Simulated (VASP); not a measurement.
# Al (Fm-3m) in VASP: notebook

Runs on Al. Level: PBE. Tasks: single point.

Everything below comes from runs of VASP 6.6.1. Logs are shortened: lines on timing, memory, paths and dates and some standing lists are left out, and cuts for length are marked.

## 1. Starting point

The structure is cubic, space group Fm-3m (No. 225). The conventional cell has a = 4.050 Å, b = 4.050 Å, c = 4.050 Å, α = 90.00°, β = 90.00°, γ = 90.00°. Al (site symmetry m-3m) is surrounded by 12 Al at 2.86 Å.

## 2. Single point, PBE

The input, INCAR:

```
SYSTEM = Al
PREC     = Accurate       ! precision mode
ENCUT    = 450            ! plane-wave cutoff, eV
EDIFF    = 1E-7           ! SCF threshold, eV
ISMEAR   = 0              ! smearing method
SIGMA    = 0.1            ! smearing width, eV
LREAL    = .FALSE.        ! projectors in reciprocal space
LASPH    = .TRUE.         ! aspherical terms in the spheres
NELM     = 60             ! most SCF steps
ALGO     = Normal         ! electronic algorithm
ISIF     = 2              ! what is computed and relaxed
LWAVE    = .FALSE.        ! write WAVECAR
LCHARG   = .FALSE.        ! write CHGCAR
GGA      = PE             ! functional
NBANDS   = 8              ! bands
```

The input, KPOINTS:

```
regular mesh
0
G
  12 12 12
  0 0 0
```

The input, POSCAR:

```
Al
1.0
    0.0000000000      2.0248050000      2.0248050000
    2.0248050000      0.0000000000      2.0248050000
    2.0248050000      2.0248050000      0.0000000000
Al
1
Direct
    0.0000000000      0.0000000000      0.0000000000
```

Potentials or basis: VASP PAW PBE potentials, release 64 (Al).

Started as:

```sh
$ cat potpaw_PBE.64/Al/POTCAR > POTCAR
$ mpirun -np 1 vasp_std > vasp.out
```

OUTCAR:

```text
SYSTEM = Al
   PREC = Accurate
   ENCUT = 450
   EDIFF = 1E-7
   ISMEAR = 0
   LREAL = .FALSE.
   LASPH = .TRUE.
   NELM = 60
   ISIF = 2
   GGA = PE

 ion  position               nearest neighbor table
   1  0.000  0.000  0.000-

  LATTYP: Found a face centered cubic cell.
 ALAT       =     4.0496100000

  Lattice vectors:

 A1 = (   0.0000000000,   2.0248050000,   2.0248050000)
 A2 = (   2.0248050000,   0.0000000000,   2.0248050000)
 A3 = (   2.0248050000,   2.0248050000,   0.0000000000)

Analysis of symmetry for initial positions (statically):
=====================================================================
 Subroutine PRICEL returns:
 Original cell was already a primitive cell.

 Routine SETGRP: Setting up the symmetry group for a
 face centered cubic supercell.

 Subroutine GETGRP returns: Found 48 space group operations
 (whereof 48 operations were pure point group operations)
 out of a pool of 48 trial point group operations.

The static configuration has the point symmetry O_h .

Analysis of symmetry for dynamics (positions and initial velocities):
=====================================================================
 Subroutine PRICEL returns:
 Original cell was already a primitive cell.

 Routine SETGRP: Setting up the symmetry group for a
 face centered cubic supercell.

 Subroutine GETGRP returns: Found 48 space group operations
 (whereof 48 operations were pure point group operations)
 out of a pool of 48 trial point group operations.

The dynamic configuration has the point symmetry O_h .

 Subroutine INISYM returns: Found 48 space group operations
 (whereof 48 operations are pure point group operations),
 and found     1 'primitive' translations

----------------------------------------------------------------------------------------

                                     Primitive cell

  volume of cell :      16.6027

  direct lattice vectors                    reciprocal lattice vectors
     0.000000000  2.024805000  2.024805000    -0.246937359  0.246937359  0.246937359
     2.024805000  0.000000000  2.024805000     0.246937359 -0.246937359  0.246937359
     2.024805000  2.024805000  0.000000000     0.246937359  0.246937359 -0.246937359

  length of vectors
     2.863506692  2.863506692  2.863506692     0.427708053  0.427708053  0.427708053

  position of ions in fractional coordinates (direct lattice)
     0.000000000  0.000000000  0.000000000

  ion indices of the primitive-cell ions
   primitive index   ion index
                 1           1

----------------------------------------------------------------------------------------

 KPOINTS: regular mesh

Automatic generation of k-mesh.
 Grid dimensions read from file:
 generate k-points for:   12   12   12

 Generating k-lattice:

  Cartesian coordinates                     Fractional coordinates (reciprocal lattice)
    -0.020578113  0.020578113  0.020578113     0.083333333  0.000000000  0.000000000
     0.020578113 -0.020578113  0.020578113     0.000000000  0.083333333  0.000000000
     0.020578113  0.020578113 -0.020578113     0.000000000  0.000000000  0.083333333

  Length of vectors
     0.035642338  0.035642338  0.035642338

  Shift w.r.t. Gamma in fractional coordinates (k-lattice)
     0.000000000  0.000000000  0.000000000

 Subroutine IBZKPT returns following result:
 ===========================================

 Found     72 irreducible k-points:

 Following reciprocal coordinates:
            Coordinates               Weight
  0.000000  0.000000  0.000000      1.000000
  0.083333  0.000000  0.000000      8.000000
  0.166667  0.000000  0.000000      8.000000
  0.250000  0.000000  0.000000      8.000000
  0.333333  0.000000  0.000000      8.000000
  0.416667  0.000000  0.000000      8.000000
[... 16 lines left out ...]
  0.500000  0.166667  0.000000     24.000000
 -0.416667  0.166667  0.000000     24.000000
 [... further k-points ...]
   k-points           NKPTS =     72   k-points in BZ     NKDIM =     72   number of bands    NBANDS=      8
   number of dos      NEDOS =    301   number of ions     NIONS =      1
   total plane-waves  NPLWV =   8000
   dimension x,y,z NGX =    20 NGY =   20 NGZ =   20
   dimension x,y,z NGXF=    40 NGYF=   40 NGZF=   40
   ions per type =               1
   NGX,Y,Z   is equivalent  to a cutoff of  11.61, 11.61, 11.61 a.u.
   NGXF,Y,Z  is equivalent  to a cutoff of  23.22, 23.22, 23.22 a.u.
 SYSTEM =  Al
   PREC   = accura    normal or accurate (medium, high low for compatibility)
   ISTART =      0    job   : 0-new  1-cont  2-samecut
   ICHARG =      2    charge: 1-file 2-atom 10-const
   ISPIN  =      1    spin polarized calculation?
   LNONCOLLINEAR =      F non collinear calculations
   LSORBIT =      F    spin-orbit coupling
   LASPH  =      T    aspherical Exc in radial PAW
   ENCUT  =  450.0 eV  33.07 Ry    5.75 a.u.   4.95  4.95  4.95*2*pi/ulx,y,z
   NELM   =     60;   NELMIN=  2; NELMDL= -5     # of ELM steps
   EDIFF  = 0.1E-06   stopping-criterion for ELM
   LREAL  =      F    real-space projection
   EDIFFG = 0.1E-05   stopping-criterion for IOM
   NSW    =      0    number of steps for IOM
   IBRION =     -1    ionic relax: 0-MD 1-quasi-New 2-CG
   NFREE  =      0    steps in history (QN), initial steepest desc. (CG)
   ISIF   =      2    stress and relaxation
   ISYM   =      2    0-nonsym 1-usesym 2-fastsym
   POTIM  = 0.5000    time-step for ionic-motion
   TEBEG  =    0.0;   TEEND  =   0.0 temperature during run
   PSTRESS=    0.0 pullay stress
   NELECT =       3.0000    total number of electrons
   NUPDOWN=      -1.0000    fix difference up-down
   EMIN   =  10.00;   EMAX   =-10.00  energy-range for DOS
   EFERMI =   0.00;   METHOD = LEGACY
   ISMEAR =     0;   SIGMA  =   0.10  broadening in eV -4-tet -1-fermi 0-gaus
   EFERMI_NEDOS =   21; number of points for ismear=-14 and -15
   IALGO  =     38    algorithm
   IMIX   =      4    mixing-type and parameters
     AMIX     =   0.40;   BMIX     =  1.00
     AMIX_MAG =   1.60;   BMIX_MAG =  1.00
  volume/ion in A,a.u.               =      16.60       112.04
  Fermi-wavevector in a.u.,A,eV,Ry     =   0.925526  1.748991 11.654733  0.856599
  Thomas-Fermi vector in A             =   2.051390
   LORBIT       =      0    0 simple, 1 ext, 2 COOP (PROOUT), +10 PAW based schemes
   GGA     = PE    functional components
   LHFCALC =     F    Hartree Fock is set to
   AEXX    =    0.0000 exact exchange contribution
   IVDW    =     0    specifies the selected vdW correction
   LEPSILON=     F    determine dielectric tensor
   LRPA    =     F    only Hartree local field effects (RPA)
 non-spin polarized calculation
 Gauss-broadening in eV      SIGMA  =   0.10
  energy-cutoff  :      450.00
  volume of cell :       16.60
 maximum number of plane-waves:       370
   NGX =  9   NGY =  9   NGZ =  9

 number of electron       3.0000000 magnetization

 Free energy of the ion-electron system (eV)
  ---------------------------------------------------
  ext. energy  EPLUGINS =         0.00000000
  ---------------------------------------------------
  free energy    TOTEN  =        -3.75431182 eV

  energy without entropy =       -3.75273310  energy(sigma->0) =       -3.75352246

 E-fermi :   7.8060     XC(G=0): -10.1735

 val. band max:        7.6995067020   @ k =   0.5000   0.2500   0.0833
 cond. band min:       7.8806368579   @ k =  -0.4167   0.4167   0.0833
 fundamental gap:      0.1811301558
 Fermi energy:         7.8059552585

 k-point     1 :       0.0000    0.0000    0.0000
  band No.  band energies     occupation
      1      -3.1553      2.00000
      2      20.5219      0.00000
      3      20.5219      0.00000
      4      20.5219      0.00000
      5      21.9669      0.00000
      6      21.9669      0.00000
      7      21.9669      0.00000
      8      24.3574      0.00000

 k-point     2 :       0.0833    0.0000    0.0000
  band No.  band energies     occupation
      1      -2.9673      2.00000
      2      17.9053      0.00000
      3      19.9445      0.00000
      4      19.9445      0.00000
      5      22.6429      0.00000
      6      22.8308      0.00000
      7      22.8308      0.00000
      8      26.1680      0.00000

 k-point     3 :       0.1667    0.0000    0.0000
  band No.  band energies     occupation
      1      -2.4050      2.00000
      2      14.5545      0.00000
      3      19.2418      0.00000
      4      19.2418      0.00000
      5      22.4625      0.00000
      6      23.8920      0.00000
      7      23.8920      0.00000
      8      25.1538      0.00000

 k-point     4 :       0.2500    0.0000    0.0000
  band No.  band energies     occupation
      1      -1.4726      2.00000
      2      11.3632      0.00000
      3      18.7996      0.00000
      4      18.7996      0.00000
      5      22.2337      0.00000
      6      22.6350      0.00000
      7      22.6350      0.00000
      8      26.6250      0.00000

 k-point     5 :       0.3333    0.0000    0.0000
  band No.  band energies     occupation
      1      -0.1772      2.00000
      2       8.4299      0.00000
      3      18.6603      0.00000
      4      18.6603      0.00000
      5      21.2462      0.00000
      6      21.2462      0.00000
      7      22.2106      0.00000
      8      25.2015      0.00000
[... 177 lines left out ...]
 k-point    22 :       0.4167    0.1667    0.0000
  band No.  band energies     occupation
      1       0.9840      2.00000
      2       8.1242      0.00001
      3      15.1984      0.00000
      4      15.8082      0.00000
      5      17.5275      0.00000
      6      24.6312      0.00000
      7      24.8268      0.00000
      8      27.6265      0.00000

 k-point    23 :       0.5000    0.1667    0.0000
  band No.  band energies     occupation
      1       2.7370      2.00000
      2       5.6107      2.00000
      3      14.1297      0.00000
      4      16.0817      0.00000
      5      17.8606      0.00000
      6      23.8534      0.00000
      7      26.1506      0.00000
      8      28.1458      0.00000

 k-point    24 :      -0.4167    0.1667    0.0000
  band No.  band energies     occupation
      1       3.3952      2.00000
      2       4.8404      2.00000
      3      13.3995      0.00000
      4      16.6764      0.00000
      5      18.5246      0.00000
      6      23.1698      0.00000
      7      25.8599      0.00000
      8      28.8414      0.00000

 [... further k-points ...]
[... 5 lines left out ...]
  --------------------------------------------------------------------------------------
  -------------------------------------------------------------------------------------
  Total       -0.0374707     -0.0374707     -0.0374707      0.0000000      0.0000000     -0.0000000
  in kB       -3.6159563     -3.6159563     -3.6159563      0.0000000      0.0000000     -0.0000000
  external PRESSURE =      -3.6159563 kB  Pullay stress =       0.0000000 kB

 VOLUME and BASIS-vectors are now :
 -----------------------------------------------------------------------------
  energy-cutoff  :      450.00
  volume of cell :       16.60
      direct lattice vectors                 reciprocal lattice vectors
     0.000000000  2.024805000  2.024805000    -0.246937359  0.246937359  0.246937359
     2.024805000  0.000000000  2.024805000     0.246937359 -0.246937359  0.246937359
     2.024805000  2.024805000  0.000000000     0.246937359  0.246937359 -0.246937359

 POSITION                                       TOTAL-FORCE (eV/Angst)
 -----------------------------------------------------------------------------------
      0.00000      0.00000      0.00000        -0.000000      0.000000      0.000000
 -----------------------------------------------------------------------------------
    total drift:                                0.000000      0.000000     -0.000000

  FREE ENERGIE OF THE ION-ELECTRON SYSTEM (eV)
  ---------------------------------------------------
  free  energy   TOTEN  =        -3.7543118223 eV

  energy  without entropy=       -3.7527331037  energy(sigma->0) =       -3.75352246
```

Run time: 4.6 s. Hardware: 1 thread of Intel Xeon Platinum 8488C (Sapphire Rapids), shared host; peak memory 0.11 GiB.

What came out:

```
Free energy            : -3.7543 eV
Pressure               : -0.4 GPa
Band gap on the k mesh : none (metal or under the smearing width)
```

## 3. Single point, PBE

Changes to INCAR since step 2:

```diff
@@ -2,3 +2,3 @@
 PREC     = Accurate       ! precision mode
-ENCUT    = 450            ! plane-wave cutoff, eV
+ENCUT    = 520            ! plane-wave cutoff, eV
 EDIFF    = 1E-7           ! SCF threshold, eV
```

KPOINTS is that of step 2.

POSCAR is that of step 2.

Potentials or basis: VASP PAW PBE potentials, release 64 (Al).

Started as:

```sh
$ cat potpaw_PBE.64/Al/POTCAR > POTCAR
$ mpirun -np 1 vasp_std > vasp.out
```

OUTCAR:

```text
SYSTEM = Al
   PREC = Accurate
   ENCUT = 520
   EDIFF = 1E-7
   ISMEAR = 0
   LREAL = .FALSE.
   LASPH = .TRUE.
   NELM = 60
   ISIF = 2
   GGA = PE

 ion  position               nearest neighbor table
   1  0.000  0.000  0.000-

  LATTYP: Found a face centered cubic cell.
 ALAT       =     4.0496100000

  Lattice vectors:

 A1 = (   0.0000000000,   2.0248050000,   2.0248050000)
 A2 = (   2.0248050000,   0.0000000000,   2.0248050000)
 A3 = (   2.0248050000,   2.0248050000,   0.0000000000)

Analysis of symmetry for initial positions (statically):
=====================================================================
 Subroutine PRICEL returns:
 Original cell was already a primitive cell.

 Routine SETGRP: Setting up the symmetry group for a
 face centered cubic supercell.

 Subroutine GETGRP returns: Found 48 space group operations
 (whereof 48 operations were pure point group operations)
 out of a pool of 48 trial point group operations.

The static configuration has the point symmetry O_h .

Analysis of symmetry for dynamics (positions and initial velocities):
=====================================================================
 Subroutine PRICEL returns:
 Original cell was already a primitive cell.

 Routine SETGRP: Setting up the symmetry group for a
 face centered cubic supercell.

 Subroutine GETGRP returns: Found 48 space group operations
 (whereof 48 operations were pure point group operations)
 out of a pool of 48 trial point group operations.

The dynamic configuration has the point symmetry O_h .

 Subroutine INISYM returns: Found 48 space group operations
 (whereof 48 operations are pure point group operations),
 and found     1 'primitive' translations

----------------------------------------------------------------------------------------

                                     Primitive cell

  volume of cell :      16.6027

  direct lattice vectors                    reciprocal lattice vectors
[... 103 lines left out ...]
   IMIX   =      4    mixing-type and parameters
     AMIX     =   0.40;   BMIX     =  1.00
     AMIX_MAG =   1.60;   BMIX_MAG =  1.00
  volume/ion in A,a.u.               =      16.60       112.04
  Fermi-wavevector in a.u.,A,eV,Ry     =   0.925526  1.748991 11.654733  0.856599
  Thomas-Fermi vector in A             =   2.051390
   LORBIT       =      0    0 simple, 1 ext, 2 COOP (PROOUT), +10 PAW based schemes
   GGA     = PE    functional components
   LHFCALC =     F    Hartree Fock is set to
   AEXX    =    0.0000 exact exchange contribution
   IVDW    =     0    specifies the selected vdW correction
   LEPSILON=     F    determine dielectric tensor
   LRPA    =     F    only Hartree local field effects (RPA)
 non-spin polarized calculation
 Gauss-broadening in eV      SIGMA  =   0.10
  energy-cutoff  :      520.00
  volume of cell :       16.60
 maximum number of plane-waves:       459
 NGX is ok and might be reduce to    24
   NGX = 11   NGY = 11   NGZ = 11

 number of electron       3.0000000 magnetization

 Free energy of the ion-electron system (eV)
  ---------------------------------------------------
  ext. energy  EPLUGINS =         0.00000000
  ---------------------------------------------------
  free energy    TOTEN  =        -3.75436269 eV

  energy without entropy =       -3.75278377  energy(sigma->0) =       -3.75357323

 E-fermi :   7.8057     XC(G=0): -10.1736

 val. band max:        7.6993152311   @ k =   0.5000   0.2500   0.0833
 cond. band min:       7.8804194801   @ k =  -0.4167   0.4167   0.0833
 fundamental gap:      0.1811042490
 Fermi energy:         7.8057456321

 k-point     1 :       0.0000    0.0000    0.0000
  band No.  band energies     occupation
      1      -3.1555      2.00000
      2      20.5210      0.00000
      3      20.5210      0.00000
      4      20.5210      0.00000
      5      21.9667      0.00000
      6      21.9667      0.00000
      7      21.9667      0.00000
      8      24.3571      0.00000
[... 243 lines left out ...]
 k-point    24 :      -0.4167    0.1667    0.0000
  band No.  band energies     occupation
      1       3.3950      2.00000
      2       4.8402      2.00000
      3      13.3993      0.00000
      4      16.6762      0.00000
      5      18.5242      0.00000
      6      23.1692      0.00000
      7      25.8594      0.00000
      8      28.8406      0.00000

 [... further k-points ...]
[... 5 lines left out ...]
  --------------------------------------------------------------------------------------
  -------------------------------------------------------------------------------------
  Total       -0.0369956     -0.0369956     -0.0369956     -0.0000000     -0.0000000      0.0000000
  in kB       -3.5701086     -3.5701086     -3.5701086     -0.0000000     -0.0000000      0.0000000
  external PRESSURE =      -3.5701086 kB  Pullay stress =       0.0000000 kB

 VOLUME and BASIS-vectors are now :
 -----------------------------------------------------------------------------
  energy-cutoff  :      520.00
  volume of cell :       16.60
      direct lattice vectors                 reciprocal lattice vectors
     0.000000000  2.024805000  2.024805000    -0.246937359  0.246937359  0.246937359
     2.024805000  0.000000000  2.024805000     0.246937359 -0.246937359  0.246937359
     2.024805000  2.024805000  0.000000000     0.246937359  0.246937359 -0.246937359

 POSITION                                       TOTAL-FORCE (eV/Angst)
 -----------------------------------------------------------------------------------
      0.00000      0.00000      0.00000         0.000000      0.000000      0.000000
 -----------------------------------------------------------------------------------
    total drift:                               -0.000000     -0.000000     -0.000000

  FREE ENERGIE OF THE ION-ELECTRON SYSTEM (eV)
  ---------------------------------------------------
  free  energy   TOTEN  =        -3.7543626885 eV

  energy  without entropy=       -3.7527837665  energy(sigma->0) =       -3.75357323
```

stdout:

```text
POSCAR found type information on POSCAR Al
 POSCAR found :  1 types and       1 ions
 scaLAPACK will be used
 LDA part: xc-table for (Slater+PW92), standard interpolation
 POSCAR, INCAR and KPOINTS ok, starting setup
 FFT: planning ... GRIDC
 FFT: planning ... GRID_SOFT
 FFT: planning ... GRID
 WAVECAR not read
 entering main loop
```

Run time: 5 s. Hardware: 1 thread of Intel Xeon Platinum 8488C (Sapphire Rapids), shared host; peak memory 0.13 GiB.

What came out:

| Quantity | Value |
| --- | --- |
| Free energy | -3.7544 eV |
| Pressure | -0.4 GPa |
| Band gap on the k mesh | none (metal or under the smearing width) |

## 4. Single point, PBE

Changes to INCAR since step 3:

```diff
@@ -2,3 +2,3 @@
 PREC     = Accurate       ! precision mode
-ENCUT    = 520            ! plane-wave cutoff, eV
+ENCUT    = 600            ! plane-wave cutoff, eV
 EDIFF    = 1E-7           ! SCF threshold, eV
```

KPOINTS is that of step 3.

POSCAR is that of step 3.

Started as:

```sh
$ cat potpaw_PBE.64/Al/POTCAR > POTCAR
$ mpirun -np 1 vasp_std > vasp.out
```

It took 5.1 s on 1 thread of Intel Xeon Platinum 8488C (Sapphire Rapids), shared host; peak memory 0.13 GiB.

Results (log left out):

```
Free energy            : -3.7544 eV
Pressure               : -0.4 GPa
Band gap on the k mesh : none (metal or under the smearing width)
```

Levels at points of the mesh, in eV from the Fermi level:
```
           k point  band 1  band 2  band 3  band 4  band 5
(0.00, 0.00, 0.00)  -10.96   12.72   12.72   12.72   14.16
(0.50, 0.00, 0.00)   -4.44   -4.24   11.47   11.47   11.56
(0.50, 0.50, 0.00)   -2.78   -1.47    5.39    5.70    5.70
```

(Continued in part 2 of 2.)
